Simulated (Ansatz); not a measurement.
# What strain does to KBr (Fm-3m)

KBr (started from an entry of an open crystallographic database), relaxed with r2SCAN in the plane-wave code Ansatz. The symmetry is Fm-3m (No. 225, cubic); a = 6.605 Å in the conventional setting, 36.02 Å³ an atom. K is surrounded by 6 Br at 3.30 Å; Br is surrounded by 6 K at 3.30 Å.

The axes x, y and z are those of this cell:
```
K Br
1.0
     0.00000    3.30244    3.30244
     3.30244    0.00000    3.30244
     3.30244    3.30244    0.00000
K Br
1 1
Direct
  0.00000 0.00000 0.00000
  0.50000 0.50000 0.50000
```

Unstrained: The PBE gap is direct at Γ: 4.430 eV. The r2SCAN gap is direct at Γ: 5.071 eV. HSE06 gives a direct gap of 5.596 eV at Γ. Meshes: PBE 6×6×6, r2SCAN 6×6×6, HSE06 4×4×4. Strains are changes of length per length. After each strain the atoms were relaxed again with r2SCAN within the symmetry that the strain leaves, so tilts or polar shifts that break it weren't tested; points keep the names that they have in the unstrained zone. Spin-unpolarised throughout; all numbers are computed.

Changes of the least gap in eV (an overlap counts as a negative gap):
```csv
strain,volume change (%),space group,PBE,r2SCAN,HSE06,"energy rise, r2SCAN (meV/atom)"
"epitaxial -4.31 % in the xy plane, free normal strain +1.07 %",-7.5,I4/mmm,+0.190,+0.199,+0.210,22.1
isotropic +2.98 % on every length,+9.2,Fm-3m,-0.225,-0.236,-0.245,12.2
```

Epitaxial -4.31 % in the xy plane, free normal strain +1.07 %. HSE06: the gap goes from 5.596 to 5.806 eV (+0.210 eV); with r2SCAN the top three valence levels at Γ, degenerate before, become 2+1 from the top over 51 meV. Stress change with r2SCAN, compression positive: xx +2.53, yy +2.53, zz -0.01 GPa.

Isotropic +2.98 % on every length. HSE06: the gap goes from 5.596 to 5.351 eV (-0.245 eV). Stress change with r2SCAN, compression positive: xx -1.14, yy -1.14, zz -1.14 GPa. For HSE06, dE_g/d ln V = -2.8 eV over this step.

Spin-orbit coupling is left out.

The meshes of the hybrids are coarse, so their gaps aren't converged to the digits shown.

The splittings at Γ are without spin-orbit coupling, which regroups them where it is of like size or larger.
